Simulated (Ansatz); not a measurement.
Runs of Ansatz 0.2.0 on Zr. The structure is hexagonal, space group P6_3/mmc (No. 194). Conventional cell: a = 3.232 Å, b = 3.232 Å, c = 5.147 Å, α = 90.00°, β = 90.00°, γ = 120.00°. Zr (site symmetry -6m2) is surrounded by 12 Zr at 3.18 to 3.23 Å. 

| task | level | cell | k mesh | cutoff (eV) | smearing | basis error allowed | mesh quality | gap on the mesh (eV) | pressure (GPa) | relaxed volume (Å³/atom) |
| --- | --- | --- | --- | --- | --- | --- | --- | --- | --- | --- |
| single point | PBE | as given | 6 × 6 × 4 | 148 | fermi-dirac 0.02 eV | 0.004 eV/atom | coarse | none | 0.3 | - |
| single point | PBE | as given | 9 × 9 × 5 | 174 | gaussian 0.025 eV | 0.001 eV/atom | not flagged | none | 0.6 | - |
| single point | PBE | as given | 9 × 9 × 5 | 174 | gaussian 0.011 eV | 0.001 eV/atom | not flagged | none | 0.6 | - |
| single point | PBE | as given | 9 × 9 × 5 | 174 | gaussian 0.016 eV | 0.001 eV/atom | not flagged | none | 0.6 | - |
| relaxation of cell and atoms | PBEsol+D4 | relaxed | 9 × 9 × 5 | - | fermi-dirac 0.05 eV | 0.001 eV/atom | not flagged | - | 0.0 | 22.28 |
| elastic constants | PBEsol | as given | 7 × 7 × 4 | 183 | fermi-dirac 0.05 eV | 0.001 eV/atom | coarse | none | (a) | - |
| relaxation of cell and atoms | PBE+D3(BJ) | relaxed | 9 × 9 × 5 | - | fermi-dirac 0.05 eV | 0.001 eV/atom | not flagged | - | 0.0 | 22.46 |

Alike in all rows: potentials or basis all-electron LAPW, scalar-relativistic; no spin polarisation.

Task: Fill in the values left out.

Result: (a) -3.2.

Caveats: some runs use coarse meshes; the k mesh is thin for a metal, which can move the energy by tens of meV per atom (some runs); a metal's response needs a denser mesh (some runs); the cell is more than 3 GPa from zero pressure, which shifts response properties (some runs); the elastic tensor has a negative eigenvalue, so either the cell is unstable as it stands or the mesh is too thin (some runs).

A k mesh can miss the band edges, and the runs leave out spin-orbit coupling on Zr.

A gap of «none» marks a metal or a gap under the smearing width.
